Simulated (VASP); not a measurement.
Crystal: YN.

```
CELL_PARAMETERS angstrom
0.00000 2.44836 2.44836
2.44836 0.00000 2.44836
2.44836 2.44836 0.00000
ATOMIC_POSITIONS crystal
Y 0.00000 0.00000 0.00000
N 0.50000 0.50000 0.50000
```

The cell comes from a database or a generator and needn't be the stable form of this composition.

| Quantity | Value |
| --- | --- |
| Program | VASP 6.6.1 |
| Task | relaxation of cell and atoms |
| Functional | PBEsol |
| Potentials or basis | VASP PAW PBE potentials, release 64 (Y_sv, N) |
| Cutoff | 580 eV |
| k mesh | 12 × 12 × 12 |
| Occupations | gaussian, width 0.1 eV |
| Spin | no spin polarisation |

At the start: pressure -4.2 GPa; volume 14.68 Å³/atom.

Problem. Where does the relaxation end?

Solution. Over 3 steps the energy falls by 5.2 meV/atom and the volume is 14.30 Å³/atom (-2.6 %); space group Fm-3m (No. 225, to 0.05 Å).

Step by step:
```
step  energy change (eV)  largest force (eV/Å)  pressure (GPa)  volume (Å³)
   1              0.0000                0.0000           -4.24        29.35
   2              0.0042                0.0000            5.56        27.73
   3             -0.0103                0.0000           -0.03        28.60
```

Final structure:
```xyz
2
Lattice="0.0000 2.4272 2.4272 2.4272 0.0000 2.4272 2.4272 2.4272 0.0000" Properties=species:S:1:pos:R:3 pbc="T T T"
Y     0.0000    0.0000    0.0000
N     2.4272    2.4272    2.4272
```

Caveat: the PAW data sets were made with another functional, which shifts forces and pressure a little.
